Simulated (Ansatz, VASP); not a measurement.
# Two plane-wave programs on Cs2AgBiBr6

INCAR

```
SYSTEM = Cs2AgBiBr6
PREC = Accurate
ENCUT = 600
EDIFF = 1E-6
ISMEAR = -1
SIGMA = 0.05
LREAL = .False.
LASPH = .True.
NELM = 60
ALGO = Fast
ISIF = 3
LWAVE = .False.
LCHARG = .False.
GGA = B5
ALDAX = 1.0
AGGAX = 1.0
AGGAC = 1.0
ALDAC = 0.0
IBRION = 2
NSW = 40
EDIFFG = -0.005
```

Contents of KPOINTS:

```
Automatic mesh
0
Gamma
  3 3 3
  0 0 0
```

POSCAR

```
Cs2AgBiBr6
1.0
    0.0000000000      5.6161000000      5.6161000000
    5.6161000000      0.0000000000      5.6161000000
    5.6161000000      5.6161000000      0.0000000000
Bi Cs Ag Br
1 2 1 6
Direct
    0.0000000000      0.0000000000      0.0000000000
    0.7500000000      0.7500000000      0.7500000000
    0.2500000000      0.2500000000      0.2500000000
    0.5000000000      0.5000000000      0.5000000000
    0.7494500000      0.7494500000      0.2505500000
    0.2505500000      0.2505500000      0.7494500000
    0.7494500000      0.2505500000      0.2505500000
    0.7494500000      0.2505500000      0.7494500000
    0.2505500000      0.7494500000      0.7494500000
    0.2505500000      0.7494500000      0.2505500000
```

Contents of input.yaml:

```yaml
crystal:
  lattice:
    - [0.0, 5.6161, 5.6161]
    - [5.6161, 0.0, 5.6161]
    - [5.6161, 5.6161, 0.0]
  atoms:
    - { symbol: Bi, position: [0.0, 0.0, 0.0] }
    - { symbol: Cs, position: [0.75, 0.75, 0.75] }
    - { symbol: Cs, position: [0.25, 0.25, 0.25] }
    - { symbol: Ag, position: [0.5, 0.5, 0.5] }
    - { symbol: Br, position: [0.74945, 0.74945, 0.25055] }
    - { symbol: Br, position: [0.25055, 0.25055, 0.74945] }
    - { symbol: Br, position: [0.74945, 0.25055, 0.25055] }
    - { symbol: Br, position: [0.74945, 0.25055, 0.74945] }
    - { symbol: Br, position: [0.25055, 0.74945, 0.74945] }
    - { symbol: Br, position: [0.25055, 0.74945, 0.25055] }
hamiltonian:
  xc: blyp
  pseudopotentials: { kind: paw }
kpoints:
  mp_grid: { grid: [3, 3, 3] }
scf:
  occupations: { method: fermi_dirac, width: 0.05 }
output:
  forces: true
  stress: true
  eigenvalues: true
relax:
  f_tol: 0.01
  max_steps: 40
  cell: { stress_tol: 0.05 }
```

Alike in both runs: task relaxation of cell and atoms; functional BLYP; k mesh 3 × 3 × 3; occupations fermi-dirac, width 0.05 eV; no spin polarisation.

|  | VASP | Ansatz |
| --- | --- | --- |
| version | VASP 6.6.1 | Ansatz 0.2.0 |
| potentials or method | VASP PAW PBE potentials, release 64 (Bi_d, Cs_sv, Ag, Br) | Ansatz PAW |
| plane-wave cutoff (eV) | 600 | 420 |
| valence electrons in the cell | 86 | 94 |

VASP gave:

* gap on the k mesh at the Fermi level, each at its own relaxed structure (eV): 1.94
* relaxed volume (Å³/atom): 40.85
* relaxed cell length with the largest relative difference (Å): 8.328
* energy change over the relaxation (meV/atom): -55

Q: What did Ansatz give for the same quantities?

A: gap on the k mesh at the Fermi level, each at its own relaxed structure (eV): 1.94; relaxed volume (Å³/atom): 40.73; relaxed cell length with the largest relative difference (Å): 8.321; energy change over the relaxation (meV/atom): -53.

The two sets of potentials don't hold the same shells in valence.

Caveats: spin-orbit coupling is left out, which as a rule narrows the gap of such compounds by several tenths of an eV; the volume moved by over 15 % at a fixed basis, so the end points are rough (VASP); the PAW data sets were made with another functional, which shifts forces and pressure a little (VASP); an odd mesh through Γ misses points on the zone boundary, where band edges often lie (VASP); odd divisions of the mesh miss points on the zone boundary, where band edges often lie, so the gap on the mesh can be too wide (Ansatz); the plane-wave basis is chosen anew once the cell has moved, so the energies of steps on either side of that aren't comparable (Ansatz); the PAW data sets come from PBE, with cores solved anew for the run's functional, which leaves a small shift of forces and pressure (Ansatz). Zero-point motion and thermal expansion aren't in these numbers. BLYP gives volumes clearly too large for solids.
